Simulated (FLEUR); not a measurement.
# CdSe (F-43m) in FLEUR: a series of runs

One crystal, CdSe, is run at these levels: LDA exchange alone (X-alpha); tasks: band structure, equation of state.

Program: FLEUR MaX-R8.1 (later development tree). These are calculated values, not measurements. Logs are shortened: lines on timing, memory, paths and dates and some standing lists are left out, and cuts for length are marked.

## Step 1: The structure

The structure is cubic, space group F-43m (No. 216). Conventional cell: a = 6.141 Å, b = 6.141 Å, c = 6.141 Å, α = 90.00°, β = 90.00°, γ = 90.00°. Cd (site symmetry -43m) has 4 Se at 2.66 Å as nearest neighbours. Around Se (site symmetry -43m) lie 4 Cd at 2.66 Å.

Measurements of this composition are mostly on another form, of space group No. 186.

## Step 2: Band structure, LDA exchange alone (X-alpha)

The input, inp.xml:

```xml
<?xml version="1.0" encoding="UTF-8" standalone="no"?>
<fleurInput fleurInputVersion="0.39">
   <comment>
      CdSe                                                                                                
   </comment>
   <calculationSetup>
      <cutoffs Kmax="4.58" Gmax="14.2" GmaxXC="14.2" numbands="0"/>
      <scfLoop itmax="60" minDistance="0.00001" maxIterBroyd="15" imix="Anderson" alpha="0.05" precondParam="0.0" spinf="2.0" sdNocoIR="T"/>
      <coreElectrons ctail="T" frcor="F" kcrel="0" coretail_lmax="0"/>
      <xcFunctional name="x-a" relativisticCorrections="F"/>
      <magnetism jspins="1"/>
      <soc l_soc="F" theta="0.0" phi="0.0" spav="F"/>
      <expertModes spex="0" secvar="F"/>
      <geometryOptimization l_f="F" forcealpha="1.0" forcemix="BFGS" epsdisp="0.00001" epsforce="0.00001"/>
      <ldaU l_linMix="F" mixParam="0.05" spinf="1.0"/>
   </calculationSetup>
   <cell>
      <bzIntegration valenceElectrons="36.0" mode="hist" fermiSmearingEnergy="0.00183747">
         <kPointListSelection listName="default-1"/>
         <!-- k-points included here -->
         <xi:include xmlns:xi="http://www.w3.org/2001/XInclude" href="kpts.xml"> </xi:include>
      </bzIntegration>
      <!-- symmetry operations included here -->
      <xi:include xmlns:xi="http://www.w3.org/2001/XInclude" href="sym.xml"> </xi:include>
      <bulkLattice scale="1.0">
         <bravaisMatrix>
[... 29 lines left out ...]
         </electronConfig>
         <energyParameters s="4" p="4" d="4" f="4"/>
         <lo type="SCLO" l="2" n="3" eDeriv="0"/>
         <lo type="SCLO" l="0" n="4" eDeriv="2"/>
         <lo type="SCLO" l="1" n="4" eDeriv="2"/>
         <lo type="SCLO" l="3" n="4" eDeriv="2"/>
      </species>
   </atomSpecies>
   <atomGroups>
      <atomGroup species="Cadmium (Cd)">
         <relPos label="                   1">.0000000000 .0000000000 .0000000000</relPos>
         <force calculate="T" relaxXYZ="TTT"/>
      </atomGroup>
      <atomGroup species="Selenium (Se)">
         <relPos label="                   2">1.000/4.000 1.000/4.000 1.000/4.000</relPos>
         <force calculate="T" relaxXYZ="TTT"/>
      </atomGroup>
   </atomGroups>
   <output dos="F" band="F" slice="F">
      <checks vchk="F" cdinf="F"/>
      <bandDOS minEnergy="-.5*Htr" maxEnergy="0.5*Htr" sigma="0.015" storeEVData="T"/>
      <vacuumDOS vacdos="F" integ="F" star="F" nstars="0" locx1="0.0" locy1="0.0" locx2="0.0" locy2="0.0" nstm="0" tworkf="0.0"/>
      <unfoldingBand unfoldBand="F" supercellX="1" supercellY="1" supercellZ="1"/>
      <plotting iplot="0" polar="F">
         <plot TwoD="T" vec1="  1.0  0.0  0.0" vec2="  0.0  1.0  0.0" vec3="  0.0  0.0  1.0" zero="  0.0  0.0  0.0" file="plot"/>
      </plotting>
      <chargeDensitySlicing numkpt="0" minEigenval="0.0" maxEigenval="0.0" nnne="0" pallst="F"/>
      <specialOutput eonly="F"/>
      <moessbauerParams electricFieldGradient="T" isomerShift="T" coreHyperfine="T" valenceHyperfine="T"/>
      <magneticCircularDichroism mcd="F" energyLo="-10.0" energyUp="0.0"/>
   </output>
  <!-- We include the file relax.xml here to enable relaxations (see documentation) -->
  <xi:include xmlns:xi="http://www.w3.org/2001/XInclude" href="relax.xml"> <xi:fallback/> </xi:include>
</fleurInput>
```

The input, crystal.txt:

```
CdSe
&input cartesian=F /
0.0000000000  3.0702711986  3.0702711986
3.0702711986  0.0000000000  3.0702711986
3.0702711986  3.0702711986  0.0000000000
1.8897261246
1.0 1.0 1.0

2
48 0.0000000000  0.0000000000  0.0000000000
34 0.2500000000  0.2500000000  0.2500000000

&kpt div1=8 div2=8 div3=8 gamma=T /
```

The input, inp.xml (bands):

```
<?xml version="1.0" encoding="UTF-8" standalone="no"?>
<fleurInput fleurInputVersion="0.39">
   <comment>
      CdSe                                                                                                
   </comment>
   <calculationSetup>
      <cutoffs Kmax="4.58" Gmax="14.2" GmaxXC="14.2" numbands="0"/>
      <scfLoop itmax="60" minDistance="0.00001" maxIterBroyd="15" imix="Anderson" alpha="0.05" precondParam="0.0" spinf="2.0" sdNocoIR="T"/>
      <coreElectrons ctail="T" frcor="F" kcrel="0" coretail_lmax="0"/>
      <xcFunctional name="x-a" relativisticCorrections="F"/>
      <magnetism jspins="1"/>
      <soc l_soc="F" theta="0.0" phi="0.0" spav="F"/>
      <expertModes spex="0" secvar="F"/>
      <geometryOptimization l_f="F" forcealpha="1.0" forcemix="BFGS" epsdisp="0.00001" epsforce="0.00001"/>
      <ldaU l_linMix="F" mixParam="0.05" spinf="1.0"/>
   </calculationSetup>
   <cell>
      <bzIntegration valenceElectrons="36.0" mode="hist" fermiSmearingEnergy="0.00183747">
         <kPointListSelection listName="path-1"/>
         <!-- k-points included here -->
         <xi:include xmlns:xi="http://www.w3.org/2001/XInclude" href="kpts.xml"> </xi:include>
      </bzIntegration>
      <!-- symmetry operations included here -->
      <xi:include xmlns:xi="http://www.w3.org/2001/XInclude" href="sym.xml"> </xi:include>
      <bulkLattice scale="1.0">
[... 29 lines left out ...]
            <stateOccupation state="(4p3/2)" spinUp="1.333333" spinDown="1.333333"/>
         </electronConfig>
         <energyParameters s="4" p="4" d="4" f="4"/>
         <lo type="SCLO" l="2" n="3" eDeriv="0"/>
         <lo type="SCLO" l="0" n="4" eDeriv="2"/>
         <lo type="SCLO" l="1" n="4" eDeriv="2"/>
         <lo type="SCLO" l="3" n="4" eDeriv="2"/>
      </species>
   </atomSpecies>
   <atomGroups>
      <atomGroup species="Cadmium (Cd)">
         <relPos label="                   1">.0000000000 .0000000000 .0000000000</relPos>
         <force calculate="T" relaxXYZ="TTT"/>
      </atomGroup>
      <atomGroup species="Selenium (Se)">
         <relPos label="                   2">1.000/4.000 1.000/4.000 1.000/4.000</relPos>
         <force calculate="T" relaxXYZ="TTT"/>
      </atomGroup>
   </atomGroups>
   <output dos="F" band="T" slice="F">
      <checks vchk="F" cdinf="F"/>
      <bandDOS minEnergy="-.5*Htr" maxEnergy="0.5*Htr" sigma="0.015" storeEVData="T"/>
      <vacuumDOS vacdos="F" integ="F" star="F" nstars="0" locx1="0.0" locy1="0.0" locx2="0.0" locy2="0.0" nstm="0" tworkf="0.0"/>
      <unfoldingBand unfoldBand="F" supercellX="1" supercellY="1" supercellZ="1"/>
      <plotting iplot="0" polar="F">
         <plot TwoD="T" vec1="  1.0  0.0  0.0" vec2="  0.0  1.0  0.0" vec3="  0.0  0.0  1.0" zero="  0.0  0.0  0.0" file="plot"/>
      </plotting>
      <chargeDensitySlicing numkpt="0" minEigenval="0.0" maxEigenval="0.0" nnne="0" pallst="F"/>
      <specialOutput eonly="F"/>
      <moessbauerParams electricFieldGradient="T" isomerShift="T" coreHyperfine="T" valenceHyperfine="T"/>
      <magneticCircularDichroism mcd="F" energyLo="-10.0" energyUp="0.0"/>
   </output>
  <!-- We include the file relax.xml here to enable relaxations (see documentation) -->
  <xi:include xmlns:xi="http://www.w3.org/2001/XInclude" href="relax.xml"> <xi:fallback/> </xi:include>
</fleurInput>
```

Potentials or basis: all-electron, FLAPW.

Launch:

```
> inpgen -f crystal.txt -profile fastHighL
> # inp.xml edited to the form shown
> fleur_MPI
> fleur_MPI   # second run, on inp.xml (bands)
```

Log:

```text
Welcome to FLEUR        (www.flapw.de)
      MaX-Release 8.1          (www.max-centre.eu)

 ========== k-point set info ==========
 Selected k-point list: default-1
 k-point list type: mesh
 8 x 8 x 8
 Number of k points: 29

 ------------Calculation Setup---------------------------
 Number of MPI-tasks      :            1
 Number of PE/node        :            1
 Number of OMP-threads    :            1
 Most efficient MPI parallelization for:
           1          29
 Additional eigenvalue parallelization possible
 Number of basis functions:          718
 Approximate size of matrices (H+S) per k-point:         0.015 GB
 --------------------------------------------------------
 Iteration:     1   Distance:       5.89430196 me/bohr^3
 Iteration:     2   Distance:       5.32137518 me/bohr^3
 Iteration:     3   Distance:       3.12274373 me/bohr^3
 Iteration:     4   Distance:       1.06533063 me/bohr^3
 Iteration:     5   Distance:       0.84556720 me/bohr^3
 Iteration:     6   Distance:       0.15258050 me/bohr^3
 Iteration:     7   Distance:       0.08159149 me/bohr^3
 Iteration:     8   Distance:       0.04857699 me/bohr^3
 Iteration:     9   Distance:       0.00616828 me/bohr^3
 Iteration:    10   Distance:       0.00599140 me/bohr^3
 Iteration:    11   Distance:       0.00079839 me/bohr^3
 Iteration:    12   Distance:       0.00016352 me/bohr^3
 Iteration:    13   Distance:       0.00009002 me/bohr^3
 Iteration:    14   Distance:       0.00000451 me/bohr^3

 ********************************************************************
 Run finished successfully
 Stop message:
   all done
 ********************************************************************
```

output (bands):

```text
Welcome to FLEUR        (www.flapw.de)
      MaX-Release 8.1          (www.max-centre.eu)

 ========== k-point set info ==========
 Selected k-point list: path-1
 k-point list type: path
 Number of k points: 60

 ------------Calculation Setup---------------------------
 Number of MPI-tasks      :            1
 Number of PE/node        :            1
 Number of OMP-threads    :            1
 Most efficient MPI parallelization for:
           1           2           3           4           5           6          10          12          15          20          30          60
 Additional eigenvalue parallelization possible
 Number of basis functions:          718
 Approximate size of matrices (H+S) per k-point:         0.015 GB
 --------------------------------------------------------
 Fermi energy correction for metals:
 Fermi energy in bands.* files may not be consistent with last density.
 Please correct it manually (e.g. in band.gnu file).

 Note: Band structure data (together with different weights) is also stored in the banddos.hdf file.
       A convenient way of extracting and plotting the data from that file is by making use of the

 ********************************************************************
 Run finished successfully
 Stop message:
   Charge density postprocessing done.
 ********************************************************************
```

out.xml (last iteration):

```text
<iteration numberForCurrentRun="   14" overallNumber="   14">
         <energyParameters units="Htr">
            <atomicEP atomType="1" spin="1" branch="5s" branchLowest="-3.53" branchHighest="1.20" value="0.0586019912"/>
            <atomicEP atomType="1" spin="1" branch="5p" branchLowest="-2.10" branchHighest="1.86" value="0.2215706420"/>
            <atomicEP atomType="1" spin="1" branch="4d" branchLowest="-14.10" branchHighest="0.01" value="-0.0827640900"/>
            <atomicEP atomType="1" spin="1" branch="4f" branchLowest="-9.99" branchHighest="2.10" value="0.5389640455"/>
            <loAtomicEP atomType="1" spin="1" branch="4s" branchLowest="-26.55" branchHighest="-3.53" value="-3.5349278127"/>
            <loAtomicEP atomType="1" spin="1" branch="4p" branchLowest="-21.70" branchHighest="-2.10" value="-2.1139445787"/>
            <loAtomicEP atomType="1" spin="1" branch="4p" branchLowest="-21.70" branchHighest="-2.10" value="-2.1139445787"/>
            <loAtomicEP atomType="1" spin="1" branch="4d" branchLowest="-14.10" branchHighest="0.01" value="-0.0911446021"/>
            <loAtomicEP atomType="1" spin="1" branch="4f" branchLowest="-9.99" branchHighest="2.10" value="0.5389661591"/>
            <atomicEP atomType="2" spin="1" branch="4s" branchLowest="-7.37" branchHighest="0.53" value="-0.3010723545"/>
            <atomicEP atomType="2" spin="1" branch="4p" branchLowest="-5.17" branchHighest="1.27" value="0.0111023614"/>
            <atomicEP atomType="2" spin="1" branch="4d" branchLowest="-1.51" branchHighest="2.56" value="0.2525276105"/>
            <atomicEP atomType="2" spin="1" branch="4f" branchLowest="-9.99" branchHighest="3.49" value="0.4160831287"/>
            <loAtomicEP atomType="2" spin="1" branch="3d" branchLowest="-9.99" branchHighest="-1.51" value="-1.5241702937"/>
            <loAtomicEP atomType="2" spin="1" branch="4s" branchLowest="-7.37" branchHighest="0.53" value="-0.3010723545"/>
            <loAtomicEP atomType="2" spin="1" branch="4p" branchLowest="-5.17" branchHighest="1.27" value="0.0086325520"/>
            <loAtomicEP atomType="2" spin="1" branch="4f" branchLowest="-9.99" branchHighest="3.49" value="0.4160857070"/>
         </energyParameters>
         <eigenvalues>
            <eigenvaluesAt spin="1" ikpt="1" k_x="0.00000000" k_y="0.00000000" k_z="0.00000000">
                      -3.5349239497       -2.1077188418       -2.1077188418       -2.1077188418       -1.5261443613
                      -1.5261443613       -1.5261443613       -1.5260175248       -1.5260175248       -0.2823182647
                      -0.1031865801       -0.1031865801       -0.1031865801       -0.0896093453       -0.0896093453
                       0.1783729291        0.1783729291        0.1783729291        0.1841555515        0.3871661520
                       0.3871661520        0.3871661520        0.5144319772        0.5806452511        0.5806452511
                       0.6025392909        0.6025392909        0.6025392909
            </eigenvaluesAt>
            <eigenvaluesAt spin="1" ikpt="2" k_x="0.00000000" k_y="0.00000000" k_z="0.12500000">
                      -3.5349239069       -2.1077202599       -2.1077191202       -2.1077191202       -1.5261449090
[... 61 lines left out ...]
               <shell n="2" l="0" isomerShift="16271.10568"/>
               <shell n="2" l="1" isomerShift="357.17456"/>
               <shell n="3" l="0" isomerShift="3099.57896"/>
               <shell n="3" l="1" isomerShift="73.18450"/>
               <shell n="3" l="2" isomerShift="0.00001"/>
            </coreIsomerShift>
            <coreIsomerShift atomType="2" isTotal="39784.11684">
               <shell n="1" l="0" isomerShift="35523.35148"/>
               <shell n="2" l="0" isomerShift="3640.92564"/>
               <shell n="2" l="1" isomerShift="36.71472"/>
               <shell n="3" l="0" isomerShift="577.24543"/>
               <shell n="3" l="1" isomerShift="5.87957"/>
            </coreIsomerShift>
            <isomerShift atomType="1" nucleusRadius="0.0001140" averageDensity="161502.84120"/>
            <isomerShift atomType="2" nucleusRadius="0.0001013" averageDensity="39840.04959"/>
            <electricFieldGradient atomType="1" VXX="0.00000" VYY="0.00000" VZZ="0.00000" asymParam="0.00000">
            </electricFieldGradient>
            <electricFieldGradient atomType="2" VXX="0.00000" VYY="0.00000" VZZ="0.00000" asymParam="0.00000">
            </electricFieldGradient>
         </moessbauerParams>
         <totalEnergy                                    value="    -8010.4800296106" units="Htr">
            <sumOfEigenvalues                            value="    -4758.5242231800">
               <coreElectrons value="-4722.6897278560"/>
               <valenceElectrons value="-35.8344953240"/>
            </sumOfEigenvalues>
            <densityCoulombPotentialIntegral value="-12798.7622083938"/>
            <densityEffectivePotentialIntegral value="-13101.0875579239"/>
            <chargeDenXCDenIntegral value="-226.7440121578"/>
            <FockExchangeEnergyValence value="0.0000000000"/>
            <FockExchangeEnergyCore value="0.0000000000"/>
            <atomTypeDependentContributions atomType="1">
               <electronNucleiInteractionDifferentMTs value="6771.7264584658"/>
               <MadelungTerm value="-18.2914799019"/>
            </atomTypeDependentContributions>
            <atomTypeDependentContributions atomType="2">
               <electronNucleiInteractionDifferentMTs value="2917.3695988000"/>
               <MadelungTerm value="-19.5307108320"/>
            </atomTypeDependentContributions>
            <tkbTimesEntropy value="0.0000161757"/>
            <freeEnergy value="-8010.4800457863"/>
            <extrapolationTo0K value="-8010.4800376984"/>
         </totalEnergy>
         <densityConvergence units="me/bohr^3">
            <chargeDensity spin="1" distance="0.0000045067"/>
         </densityConvergence>
      </iteration>
```

Wall time 2.7 min (1 thread of Arm Neoverse V1, shared host); peak memory 0.08 GiB.

Results:

```
Free energy                                           : -217976.2665 eV
Band gap on the k mesh                                : 0.16 eV, direct
Band gap along the path                               : 0.16 eV, direct
Valence electrons inside the program's atomic spheres : Cd 18.46; Se 13.67 (radii Cd 2.52, Se 2.14 bohr)
```

Levels at the corners of the path, in eV from the valence-band top:
```tsv
point	band 16	band 17	band 18	band 19	band 20	band 21
Γ	0.00	0.00	0.00	0.16	5.68	5.68
X	-4.09	-1.84	-1.84	2.79	3.47	8.55
W	-4.00	-2.23	-2.22	4.75	4.88	6.07
K	-4.03	-2.53	-1.51	3.38	4.84	7.79
Γ	0.00	0.00	0.00	0.16	5.68	5.68
L	-4.41	-0.74	-0.74	2.03	6.18	6.18
U	-4.03	-2.53	-1.51	3.38	4.84	7.79
W	-4.00	-2.23	-2.22	4.75	4.88	6.07
L	-4.41	-0.74	-0.74	2.03	6.18	6.18
K	-4.03	-2.53	-1.51	3.38	4.84	7.79
U	-4.03	-2.53	-1.51	3.38	4.84	7.79
X	-4.09	-1.84	-1.84	2.79	3.47	8.55
```

Core levels (eV from the Fermi level):
```tsv
atom	levels
1 Cd	1s1/2 -26471.8, 2s1/2 -3925.7, 2p1/2 -3656.3, 2p3/2 -3464.2, 3s1/2 -727.3, 3p1/2 -619.2, 3p3/2 -584.9, 3d3/2 -392.9, 3d5/2 -386.0
2 Se	1s1/2 -12471.7, 2s1/2 -1596.8, 2p1/2 -1433.1, 2p3/2 -1391.5, 3s1/2 -205.7, 3p1/2 -149.7, 3p3/2 -143.8
```

[end of part 1 of 2]
